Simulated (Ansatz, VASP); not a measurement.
Two plane-wave programs on WC (Qusongite)

Contents of INCAR:

```
PREC     = Accurate       # precision mode
ENCUT    = 600            # plane-wave cutoff, eV
EDIFF    = 1E-7           # SCF threshold, eV
ISMEAR   = -1             # smearing method
SIGMA    = 0.05           # smearing width, eV
LREAL    = False          # projectors in reciprocal space
LASPH    = True           # aspherical terms in the spheres
NELM     = 100            # most SCF steps
ALGO     = Normal         # electronic algorithm
ISIF     = 3              # what is computed and relaxed
LWAVE    = False          # write WAVECAR
LCHARG   = False          # write CHGCAR
GGA      = B5             # functional
ALDAX    = 1.0          
AGGAX    = 1.0          
AGGAC    = 1.0          
ALDAC    = 0.0          
IVDW     = 12             # dispersion correction
VDW_S6   = 1.0          
VDW_S8   = 2.6996       
VDW_A1   = 0.4298       
VDW_A2   = 4.2359       
IBRION   = 2              # ionic algorithm
NSW      = 60             # ionic steps
EDIFFG   = -0.005         # ionic threshold
```

File KPOINTS:

```
regular mesh
0
Gamma
  10 10 9
```

Contents of POSCAR:

```
WC
1.0
    2.9065000000      0.0000000000      0.0000000000
   -1.4532500000      2.5171028361      0.0000000000
    0.0000000000      0.0000000000      2.8366000000
W C
1 1
Direct
    0.0000000000      0.0000000000      0.0000000000
    0.6666666667      0.3333333333      0.5000000000
```

Contents of input.yaml:

```yaml
crystal:
  lattice:
    - [2.9065, 0.0, 0.0]
    - [-1.45325, 2.5171028361, 0.0]
    - [0.0, 0.0, 2.8366]
  atoms:
    - { symbol: W, position: [0.0, 0.0, 0.0] }
    - { symbol: C, position: [0.6666666667, 0.3333333333, 0.5] }
hamiltonian:
  xc: blyp
  pseudopotentials: { kind: paw }
  dispersion: d3bj
kpoints:
  mp_grid: { grid: [10, 10, 9] }
scf:
  occupations: { method: fermi_dirac, width: 0.05 }
output:
  forces: true
  stress: true
relax:
  f_tol: 0.01
  max_steps: 40
  cell: { stress_tol: 0.05 }
```

Alike in both runs: task relaxation of cell and atoms; functional BLYP; dispersion D3(BJ); k mesh 10 × 10 × 9; occupations fermi-dirac, width 0.05 eV; no spin polarisation.

```csv
,VASP,Ansatz
version,VASP 6.6.1,Ansatz 0.2.0
potentials or method,"VASP PAW PBE potentials, release 64 (W_sv, C)",Ansatz PAW
plane-wave cutoff (eV),600,420
valence electrons in the cell,18,18
```

Ansatz gave:

```
relaxed volume (Å³/atom)                                     : 10.41
relaxed cell length with the largest relative difference (Å) : 2.838
energy change over the relaxation (meV/atom)                 : 0
```

Estimate VASP's values.

relaxed volume (Å³/atom): 10.48; relaxed cell length with the largest relative difference (Å): 2.844; energy change over the relaxation (meV/atom): -1.

Caveats: the PAW data sets were made with another functional, which shifts forces and pressure a little (VASP); pairwise dispersion overbinds metals, which lowers pressure and volume (VASP); the plane-wave basis is chosen anew once the cell has moved, so the energies of steps on either side of that aren't comparable (Ansatz); the pressure holds a Pulay correction of +0.3 GPa for the finite cutoff (Ansatz); the PAW data sets come from PBE, with cores solved anew for the run's functional, which leaves a small shift of forces and pressure (Ansatz). The runs have no spin-orbit coupling, so splittings on W are missing. Zero-point motion and thermal expansion aren't in these numbers.
